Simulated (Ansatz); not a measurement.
**SiC: zinc blende against wurtzite under pressure**

Which form of SiC has the lower enthalpy, and does pressure change the order? Both are relaxed at the same set pressures.

Calculated with Ansatz 0.2.0, PBEsol, PAW files of the set soft_1, cutoff 600 eV, Fermi–Dirac smearing 0.02 eV, k-mesh 11×11×11, no spin polarisation, no spin-orbit coupling.

The wurtzite cell takes smearing 0.02 eV and a 10×10×6 mesh.

Near zero pressure the zinc blende cell (F-43m, 2 atoms) is a = 3.0807 Å, b = 3.0807 Å, c = 3.0807 Å, α = 60.00°, β = 60.00°, γ = 60.00°; the wurtzite cell (P6_3mc, 4 atoms) is a = 3.0759 Å, b = 3.0759 Å, c = 5.0477 Å, α = 90.00°, β = 90.00°, γ = 120.00°.

```csv
P (GPa),"V, zinc blende (Å³)","V, wurtzite (Å³)",ΔE (meV),ΔH = ΔE + PΔV (meV)
−4,21.065,21.068,3.8,3.8
0,20.674,20.679,3.9,3.9
5,20.233,20.239,3.8,4.0
10,19.834,19.841,3.8,4.3
20,19.132,19.141,3.6,4.8
30,18.531,18.542,3.4,5.5
```

Values are for a formula unit, differences are wurtzite less zinc blende, and 1 GPa Å³ = 6.2415 meV. **Question.** Give ΔH at 15 GPa, a row left out above, and the pressure at which the two forms cross, if they do.

Least squares with ΔH = h0 + h1 P + h2 P² gives h0 = 3.9 meV, h1 = 0.03 meV/GPa and h2 = 0.001 meV/GPa². Since dH/dP = V, the slope should equal ΔV: 0.005 Å³ × 6.2415 = 0.03 meV/GPa at 0 GPa. At 15 GPa the fit gives 4.5 meV. The run itself gives 4.5 meV, so the estimate misses by 0.0 meV, a rounding's worth.

ΔH keeps its sign from -4 to 30 GPa, so the zinc blende form stays lower over the range; the wurtzite form is less dense and loses further with pressure. This compares two forms alone, at zero temperature, without vibrations or barriers; other forms may lie lower.

[Logs are printed without paths, hosts, clocks, repeated set-up lines and the standing remarks that a program may print on its own settings, such as how far it seeks lower states.]
